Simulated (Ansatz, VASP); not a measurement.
## Two plane-wave programs on Ge

```
CELL_PARAMETERS angstrom
2.71108 -1.56166 0.00000
2.71108 1.56166 0.00000
-1.88744 0.00000 5.43824
ATOMIC_POSITIONS crystal
Ge 0.09149 0.09149 0.27371
Ge 0.90851 0.90851 0.72629
```

Alike in both runs: task single point; functional PBE; k mesh 16 × 16 × 8; occupations gaussian, width 0.1 eV; no spin polarisation.

|  | VASP | Ansatz |
| --- | --- | --- |
| version | VASP 6.6.1 | Ansatz 0.2.0 |
| potentials or method | VASP PAW PBE potentials, release 64 (Ge_d) | scalar-relativistic, plane waves, PAW |
| plane-wave cutoff (eV) | 520 | 420 |
| valence electrons in the cell | 28 | 28 |

Ansatz gave:

| Item | Value |
| --- | --- |
| gap on the k mesh at the Fermi level (eV) | none |
| pressure (GPa) | -6.4 |
| largest component of the traceless stress (GPa) | 0.39 |
| rms of the force components (eV/Å) | 0.097 |

**Question.** Which values does VASP return?

**Answer.** gap on the k mesh at the Fermi level (eV): none; pressure (GPa): -6.4; largest component of the traceless stress (GPa): 0.38; rms of the force components (eV/Å): 0.095.

Atom by atom the forces differ by 0.001 eV/Å (rms over components). A gap of «none» marks a metal or a gap that the smearing closes.
